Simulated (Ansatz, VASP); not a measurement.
# Hf2H: VASP beside Ansatz

```xyz
3
Lattice="3.2261 0.0000 0.0000 -1.6131 2.7939 0.0000 0.0000 0.0000 5.1739" Properties=species:S:1:pos:R:3 pbc="T T T"
Hf    0.0000    1.8626    1.3346
Hf    1.6131    0.9313    3.8393
H     0.0000    0.0000    0.0000
```

Change from the starting cell: species swapped into the Ag2O type (P-3m1, No. 164).

Alike in both runs: functional PBE; k mesh 6 × 6 × 4; occupations gaussian, width 0.1 eV; no spin polarisation.

Ansatz relaxed the structure, and its values are those at the end. VASP's run is a single point on that final structure, the one shown.

|  | VASP | Ansatz |
| --- | --- | --- |
| version | VASP 6.6.1 | Ansatz 0.2.0 |
| potentials or method | VASP PAW PBE potentials, release 64 (Hf_pv, H) | scalar-relativistic, plane waves, PAW |
| plane-wave cutoff (eV) | 520 | 420 |
| valence electrons in the cell | 21 | 53 |

Ansatz gave:

| Property | Result |
| --- | --- |
| gap on the k mesh at the Fermi level (eV) | none |
| pressure (GPa) | 0.1 |
| rms of the force components (eV/Å) | 0.005 |

Question: Estimate VASP's values.

Answer: gap on the k mesh at the Fermi level (eV): none; pressure (GPa): -0.5; rms of the force components (eV/Å): 0.008.

A gap of «none» marks a metal or a gap that the smearing closes. The two sets of potentials don't hold the same shells in valence.

Caveats: the k mesh is coarse (spacing up to 0.37 Å⁻¹), so the values aren't converged. The runs have no spin-orbit coupling, so splittings on Hf are missing.
